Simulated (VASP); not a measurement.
**NaH in VASP: one cell, several levels of theory**

What does VASP give for NaH (NiAs type), under -1.5 % equal strain in all directions, the cell held fixed? Runs: PBE, r2SCAN. The results are then set beside those of Ansatz 0.2.0 for the same cell. This is a trial cell built on a prototype, not taken from a measured structure, and it needn't be the compound's ground state.

Code: VASP 6.6.1. PAW datasets, plane waves. All values are calculated for a non-magnetic cell, which may be hypothetical.

## Step 1: The structure to begin with

The cell comes from an earlier relaxation with r2SCAN in another program, then strained, with the atoms relaxed again.

The symmetry is P6_3/mmc (No. 194, hexagonal); conventional cell a = 3.270 Å, c = 5.745 Å, 13.30 Å³ an atom. Around Na lie 6 H at 2.37 Å; around H lie 6 Na at 2.37 Å.

The structure in full:

```xyz
4
Lattice="3.2700 0.0000 0.0000 -1.6350 2.8319 0.0000 0.0000 0.0000 5.7447" Properties=species:S:1:pos:R:3 pbc="T T T"
Na    0.0000    0.0000    0.0000
Na    0.0000    0.0000    2.8723
H     0.0000    1.8880    1.4362
H     1.6350    0.9440    4.3085
```

## Step 2: PBE at this geometry

Contents of INCAR:

```
ENCUT = 520.000000
SIGMA = 0.020000
EDIFF = 1.00e-07
GGA = PE
PREC = Accurate
IBRION = -1
ISIF = 2
ISMEAR = -1
NBANDS = 16
NELM = 120
NSW = 0
LASPH = .TRUE.
LCHARG = .FALSE.
LWAVE = .FALSE.
LREAL = .FALSE.
```

Contents of KPOINTS:

```
KPOINTS created by Atomic Simulation Environment
0
Gamma
12 12 4
0 0 0
```

Contents of KPOINTS_OPT:

```
special points
8
Reciprocal
0.0000000000 0.0000000000 0.0000000000 1
0.5000000000 0.0000000000 0.0000000000 1
0.3333333333 0.3333333333 0.0000000000 1
0.0000000000 0.0000000000 0.5000000000 1
0.5000000000 0.0000000000 0.5000000000 1
0.3333333333 0.3333333333 0.5000000000 1
0.0000000000 -0.5000000000 0.2500000000 1
0.2656250000 0.2708330000 0.0000000000 1
```

Contents of POSCAR:

```
Na H
 1.0000000000000000
     3.2700352224183038    0.0000000000000000    0.0000000000000000
    -1.6350176112091519    2.8319335738841485    0.0000000000000000
     0.0000000000000000    0.0000000000000000    5.7446556689000001
 Na  H
   2   2
Cartesian
  0.0000000000000000  0.0000000000000000  0.0000000000000000
  0.0000000000000000  0.0000000000000000  2.8723278344499996
 -0.0000000000000001  1.8879557159227651  1.4361639172249998
  1.6350176112091515  0.9439778579613826  4.3084917516749988
```

The run uses the recommended PBE PAW datasets (16 valence electrons a neutral cell).

Command:

```console
> mpirun -np 1 vasp_std
```

Printed to the terminal (iteration lines stand in OSZICAR):

```text
POSCAR found type information on POSCAR NaH
 POSCAR found :  2 types and       4 ions
 LDA part: xc-table for (Slater+PW92), standard interpolation
 POSCAR, INCAR and KPOINTS ok, starting setup
 FFT: planning ... GRIDC
 FFT: planning ... GRID_SOFT
 FFT: planning ... GRID
 WAVECAR not read
 entering main loop
 Start KPOINTS_OPT (optional k-point list driver)
k-point batch [1-8\8]
```

OSZICAR:

```text
N       E                     dE             d eps       ncg     rms          rms(c)
DAV:   1     0.112217008448E+03    0.11222E+03   -0.84061E+03  1848   0.108E+03
DAV:   2    -0.517568612181E+01   -0.11739E+03   -0.11304E+03  1928   0.300E+02
DAV:   3    -0.107874031608E+02   -0.56117E+01   -0.55981E+01  2336   0.689E+01
DAV:   4    -0.108590290841E+02   -0.71626E-01   -0.71622E-01  2112   0.874E+00
DAV:   5    -0.108602194412E+02   -0.11904E-02   -0.11903E-02  2344   0.107E+00    0.459E+00
DAV:   6    -0.101657447772E+02    0.69447E+00   -0.28168E-01  2560   0.403E+00    0.216E+00
DAV:   7    -0.996797556589E+01    0.19777E+00   -0.37225E-01  2584   0.310E+00    0.479E-01
DAV:   8    -0.997726524590E+01   -0.92897E-02   -0.20404E-02  1992   0.147E+00    0.111E-01
DAV:   9    -0.997727769427E+01   -0.12448E-04   -0.22724E-03  2440   0.572E-01    0.362E-02
DAV:  10    -0.997721838494E+01    0.59309E-04   -0.10605E-04  1976   0.750E-02    0.863E-03
DAV:  11    -0.997722529326E+01   -0.69083E-05   -0.10519E-05  2168   0.203E-02    0.688E-03
DAV:  12    -0.997722449856E+01    0.79470E-06   -0.91523E-07  2112   0.575E-03    0.912E-04
DAV:  13    -0.997722450064E+01   -0.20780E-08   -0.84100E-08  2112   0.165E-03
   1 F= -.99772245E+01 E0= -.99772245E+01  d E =-.264573E-10
       N       E                     dE             ncg
DAV:   1     0.659712729308E+02   -0.52253E+04      256
DAV:   2    -0.915513435407E+03   -0.98148E+03      296
DAV:   3    -0.962279474411E+03   -0.46766E+02      320
DAV:   4    -0.962933376670E+03   -0.65390E+00      312
DAV:   5    -0.962946061268E+03   -0.12685E-01      312
DAV:   6    -0.962946435448E+03   -0.37418E-03      320
DAV:   7    -0.962946448872E+03   -0.13424E-04      304
DAV:   8    -0.962946449405E+03   -0.53316E-06      264
DAV:   9    -0.962946449423E+03   -0.17803E-07      208
```

The lines after F= are the extra pass for the points of KPOINTS_OPT, at fixed density; their E is not a total energy.

From OUTCAR:

```text
k-points           NKPTS =     57   k-points in BZ     NKDIM =     57   number of bands    NBANDS=     16

   NELECT =      16.0000    total number of electrons

   dimension x,y,z NGX =    24 NGY =   24 NGZ =   48
   dimension x,y,z NGXF=    48 NGYF=   48 NGZF=   96

  energy-cutoff  :      520.00
  volume of cell :       53.20
      direct lattice vectors                 reciprocal lattice vectors
     3.270035222  0.000000000  0.000000000     0.305807104  0.176557814  0.000000000
    -1.635017611  2.831933574  0.000000000     0.000000000  0.353115627  0.000000000
     0.000000000  0.000000000  5.744655669     0.000000000  0.000000000  0.174074837

 k-points in reciprocal lattice and weights: KPOINTS created by Atomic Simulation Env
   0.00000000  0.00000000  0.00000000       0.002
   0.08333333 -0.00000000  0.00000000       0.010
   0.16666667 -0.00000000  0.00000000       0.010
   0.25000000 -0.00000000  0.00000000       0.010
   0.33333333 -0.00000000  0.00000000       0.010
   0.41666667 -0.00000000  0.00000000       0.010
   0.50000000 -0.00000000  0.00000000       0.005
   0.08333333  0.08333333  0.00000000       0.010
[... 49 more k-points ...]

 E-fermi :  -0.5017

 k-point     1 :       0.0000    0.0000    0.0000
  band No.  band energies     occupation
      1     -23.2541      2.00000
      2     -23.0729      2.00000
      3     -23.0729      2.00000
      4     -23.0508      2.00000
      5     -23.0508      2.00000
      6     -23.0289      2.00000
      7      -4.6835      2.00000
      8      -2.1049      2.00000
      9       2.5759      0.00000
     10       9.9058      0.00000
     11      10.8769      0.00000
     12      13.2906      0.00000
     13      13.4212      0.00000
     14      13.4212      0.00000
     15      14.6050      0.00000
     16      15.8060      0.00000

 k-point     2 :       0.0833   -0.0000    0.0000
  band No.  band energies     occupation
      1     -23.2523      2.00000
      2     -23.0805      2.00000
      3     -23.0745      2.00000
      4     -23.0573      2.00000
      5     -23.0523      2.00000
      6     -23.0282      2.00000
      7      -4.5656      2.00000
      8      -2.0316      2.00000
      9       2.7110      0.00000
     10       9.6417      0.00000
     11       9.9020      0.00000
     12      12.6624      0.00000
     13      13.0066      0.00000
     14      14.1178      0.00000
     15      14.5702      0.00000
     16      15.8421      0.00000

 k-point     3 :       0.1667   -0.0000    0.0000
  band No.  band energies     occupation
      1     -23.2473      2.00000
      2     -23.1011      2.00000
      3     -23.0790      2.00000
      4     -23.0750      2.00000
      5     -23.0564      2.00000
      6     -23.0263      2.00000
      7      -4.2189      2.00000
      8      -1.8219      2.00000
      9       3.1111      0.00000
     10       8.1629      0.00000
     11       8.8627      0.00000
     12      11.9214      0.00000
     13      12.2860      0.00000
     14      13.7338      0.00000
     15      14.0525      0.00000
     16      15.0314      0.00000

 k-point     4 :       0.2500   -0.0000    0.0000
  band No.  band energies     occupation
      1     -23.2406      2.00000
      2     -23.1291      2.00000
      3     -23.0990      2.00000
      4     -23.0852      2.00000
      5     -23.0619      2.00000
      6     -23.0237      2.00000
      7      -3.6664      2.00000
      8      -1.5127      2.00000
      9       3.7593      0.00000
     10       6.4491      0.00000
     11       7.6729      0.00000
     12      11.4331      0.00000
     13      11.6426      0.00000
     14      12.0287      0.00000
     15      12.8425      0.00000
     16      14.2007      0.00000

 k-point     5 :       0.3333   -0.0000    0.0000
  band No.  band energies     occupation
      1     -23.2339      2.00000
      2     -23.1568      2.00000
      3     -23.1229      2.00000
      4     -23.0913      2.00000
      5     -23.0674      2.00000
      6     -23.0211      2.00000
      7      -2.9564      2.00000
      8      -1.1964      2.00000
      9       4.6248      0.00000
     10       4.9687      0.00000
     11       6.4616      0.00000
     12      10.3446      0.00000
     13      10.9577      0.00000
     14      11.1641      0.00000
     15      12.1380      0.00000
     16      13.5826      0.00000

 k-point     6 :       0.4167   -0.0000    0.0000
  band No.  band energies     occupation
      1     -23.2290      2.00000
      2     -23.1769      2.00000
      3     -23.1403      2.00000
      4     -23.0958      2.00000
      5     -23.0715      2.00000
      6     -23.0192      2.00000
      7      -2.1937      2.00000
      8      -1.0567      2.00000
      9       3.9462      0.00000
     10       5.5194      0.00000
     11       5.6354      0.00000
     12       8.8440      0.00000
     13      10.5617      0.00000
     14      10.8729      0.00000
     15      11.8280      0.00000
     16      13.2068      0.00000

 k-point     7 :       0.5000   -0.0000    0.0000
  band No.  band energies     occupation
      1     -23.2273      2.00000
      2     -23.1842      2.00000
      3     -23.1467      2.00000
      4     -23.0974      2.00000
      5     -23.0730      2.00000
      6     -23.0185      2.00000
      7      -1.7198      2.00000
      8      -1.1609      2.00000
      9       3.5877      0.00000
     10       5.1453      0.00000
     11       6.3432      0.00000
     12       7.9740      0.00000
     13      10.4137      0.00000
     14      10.7753      0.00000
     15      11.7396      0.00000
     16      13.0810      0.00000

 k-point     8 :       0.0833    0.0833    0.0000
  band No.  band energies     occupation
      1     -23.2489      2.00000
      2     -23.0942      2.00000
      3     -23.0780      2.00000
      4     -23.0691      2.00000
      5     -23.0554      2.00000
      6     -23.0269      2.00000
      7      -4.3332      2.00000
      8      -1.8899      2.00000
      9       2.9787      0.00000
     10       8.7349      0.00000
     11       9.0783      0.00000
     12      11.5117      0.00000
     13      13.5250      0.00000
     14      13.5389      0.00000
     15      14.1326      0.00000
     16      15.1810      0.00000

[... the tables of k-points 9 to 57 left out ...]

  Total        0.5400845      0.5400845      0.6629387      0.0000000     -0.0000000      0.0000000
  in kB       16.2657009     16.2657009     19.9656975      0.0000000     -0.0000000      0.0000000
  external PRESSURE =      17.4990331 kB  Pullay stress =       0.0000000 kB

 POSITION                                       TOTAL-FORCE (eV/Angst)
 -----------------------------------------------------------------------------------
      0.00000      0.00000      0.00000         0.000000      0.000000     -0.000000
      0.00000      0.00000      2.87233         0.000000      0.000000     -0.000000
      0.00000      1.88796      1.43616        -0.000000     -0.000000      0.000000
      1.63502      0.94398      4.30849         0.000000      0.000000      0.000000
 -----------------------------------------------------------------------------------
    total drift:                                0.000000     -0.000000      0.000000

  FREE ENERGIE OF THE ION-ELECTRON SYSTEM (eV)
  ---------------------------------------------------
  free  energy   TOTEN  =        -9.9772245006 eV

  energy  without entropy=       -9.9772245006  energy(sigma->0) =       -9.97722450
```

Hardware: 1 MPI rank of Intel Xeon Platinum 8488C, shared host.

The levels at the points of KPOINTS_OPT are read from vasprun.xml.

Band energies at the special points (eV, zero at the top of v, the last band that the electrons fill by count):

```csv
point,v−1,v,c,c+1
Γ,-3.80,-1.22,3.46,10.79
M,-0.83,-0.27,4.48,6.03
K,-0.20,-0.20,5.74,6.20
A,-2.82,-2.82,6.80,6.80
L,-0.51,-0.51,4.43,4.43
H,-0.14,-0.14,5.27,5.27
```

PBE gives an indirect gap of 3.46 eV, from (0.27, 0.27, 0.00) to Γ; the least direct gap is 4.60 eV. Pressure: 1.75 GPa; the forces vanish within 0.01 eV/Å.

(Part 1 of 2 ends here.)
